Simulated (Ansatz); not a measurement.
# Al2O3: O-17 NMR of the central transition

Cell: a measured structure from the Crystallography Open Database (COD) whose atoms were relaxed with PBE, the cell held.

```cif
data_Al2O3
_symmetry_space_group_name_H-M 'R-3c:H'
_symmetry_Int_Tables_number 167
_cell_length_a 4.7605
_cell_length_b 4.7605
_cell_length_c 12.9956
_cell_angle_alpha 90.000
_cell_angle_beta 90.000
_cell_angle_gamma 120.000
loop_
_atom_site_label
_atom_site_type_symbol
_atom_site_symmetry_multiplicity
_atom_site_Wyckoff_symbol
_atom_site_fract_x
_atom_site_fract_y
_atom_site_fract_z
Al Al 12 c 0.0000 0.0000 0.8521
O O 18 e 0.9731 0.3333 0.0833
```

One atom of each set is listed; the run and its k-mesh use a cell of 10 atoms with edges of 5.13, 5.13, 5.13 Å.

All values are calculated (Ansatz; DFT, r2SCAN, plane waves and PAW, scalar-relativistic, 500 eV cutoff, Γ-centred 8×8×8 k-points, Fermi–Dirac smearing 0.02 eV), not measured.

O-17 has I = 5/2 and Q = -25.58 mb (Pyykkö 2018); at 16.4 T its Larmor frequency is ν₀ = 94.7 MHz. Only the quadrupole interaction is simulated: positions count from each site's isotropic chemical shift, and J coupling is left out, as are shift anisotropy and dipolar coupling, which fast spinning averages.

(1) Simulate the second-order pattern (fast magic-angle spinning, Gaussian broadening 0.02 kHz) of site O (4 Al at 1.86–1.97 Å; also 2 Al at 3.22 Å).

Answers

(1) The calculation gives C_Q = 2.39 MHz and η = 0.51, so ν_Q = 0.358 MHz and the centre of gravity lies at -4.14 ppm (-0.392 kHz).

| offset (kHz) | height |
| --- | --- |
| -0.984 | 0 |
| -0.940 | 4 |
| -0.897 | 8 |
| -0.853 | 9 |
| -0.810 | 9 |
| -0.766 | 11 |
| -0.722 | 27 |
| -0.679 | 30 |
| -0.635 | 34 |
| -0.591 | 39 |
| -0.548 | 53 |
| -0.504 | 100 |
| -0.461 | 72 |
| -0.417 | 66 |
| -0.373 | 67 |
| -0.330 | 76 |
| -0.286 | 92 |
| -0.243 | 66 |
| -0.199 | 55 |
| -0.155 | 48 |
| -0.112 | 44 |
| -0.068 | 40 |
| -0.024 | 14 |
| 0.019 | 0 |

The run took 7.6 s of wall time (22 s of CPU time) and 0.81 GiB at its peak, on 4 threads of Intel Xeon Platinum 8488C (Sapphire Rapids) (x86_64; 16 cores open to the job, memory cap 8.0 GiB, no GPU), a shared host with a load of 0.4 a core.
